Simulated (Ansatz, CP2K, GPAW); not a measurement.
**One calculation of MgB2, 3 ways**

```
Mg B
1.0
     3.08500    0.00000    0.00000
    -1.54250    2.67169    0.00000
     0.00000    0.00000    3.52300
Mg B
1 2
Direct
  0.00000 0.00000 0.00000
  0.66667 0.33333 0.50000
  0.33333 0.66667 0.50000
```

Alike in all runs: task band structure; functional r2SCAN; k mesh 10 × 10 × 8; occupations fermi-dirac, width 0.05 eV; no spin polarisation; no spin-orbit coupling. Pressure is positive in compression and, in plane waves, holds the error of the finite cutoff, which Ansatz's Pulay term estimates and takes out.

| program and potentials | plane-wave cutoff (eV) | notes | pressure (GPa) |
| --- | --- | --- | --- |
| Ansatz, Ansatz PAW | 500 | potentials made for PBE, which Ansatz adapts in part; Pulay term of +0.03 GPa included | -2.10 |
| GPAW, GPAW PAW data sets (gpaw-data 1.2.1) | 800 | potentials made for PBE | ? |
| CP2K, POTENTIAL_UZH Mg GTH-SCAN-q10, B GTH-SCAN-q3; TZVP-MOLOPT-SCAN-GTH basis | - | atomic basis | -1.88 |

Q: Estimate from the other rows what the run with GPAW, GPAW PAW data sets (gpaw-data 1.2.1) gave.

A: Pressure -2.00 GPa. The other rows, which needn't bracket it: pressure -2.10 to -1.88.
